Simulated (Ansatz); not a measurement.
**A computed series for AgCl: pressure series**

The reference is AgCl in the rock salt structure (space group Fm-3m, No. 225; a = 5.611 Å).

Cell and atoms are relaxed at each pressure.

Levels (all Ansatz, a program for electronic structure, PAW): PBE (420 eV, without spin-orbit coupling); r2SCAN (500 eV, no SOC).

The base cell above is that of PBE; each level relaxes its own structures.

```json
[
 {"case": "pressure −2 GPa", "shortest interatomic distance, PBE": "2.858 Å", "shortest interatomic distance, r2SCAN": "2.814 Å"},
 {"case": "pressure −1 GPa", "shortest interatomic distance, PBE": "2.830 Å", "shortest interatomic distance, r2SCAN": "2.792 Å"},
 {"case": "pressure 1.8 GPa", "shortest interatomic distance, PBE": "2.770 Å", "shortest interatomic distance, r2SCAN": "2.743 Å"},
 {"case": "pressure 4.2 GPa", "shortest interatomic distance, PBE": "2.731 Å", "shortest interatomic distance, r2SCAN": "2.709 Å"},
 {"case": "pressure 9 GPa", "shortest interatomic distance, PBE": "2.672 Å", "shortest interatomic distance, r2SCAN": "2.657 Å"},
 {"case": "pressure 18 GPa", "shortest interatomic distance, PBE": "2.596 Å", "shortest interatomic distance, r2SCAN": "2.587 Å"},
 {"case": "pressure 30 GPa", "shortest interatomic distance, PBE": "2.527 Å", "shortest interatomic distance, r2SCAN": "2.521 Å"},
 {"case": "pressure 45 GPa", "shortest interatomic distance, PBE": "2.465 Å", "shortest interatomic distance, r2SCAN": "2.462 Å"},
 {"case": "pressure 60 GPa", "shortest interatomic distance, PBE": "2.418 Å", "shortest interatomic distance, r2SCAN": "2.417 Å"}
]
```

The two levels differ by at most about 0.044 Å. They put the cases in the same order.

Load acts through the strain it causes; cell and atoms are relaxed under it. Whether these cells are dynamically stable was not tested. No other phases were tried under pressure.
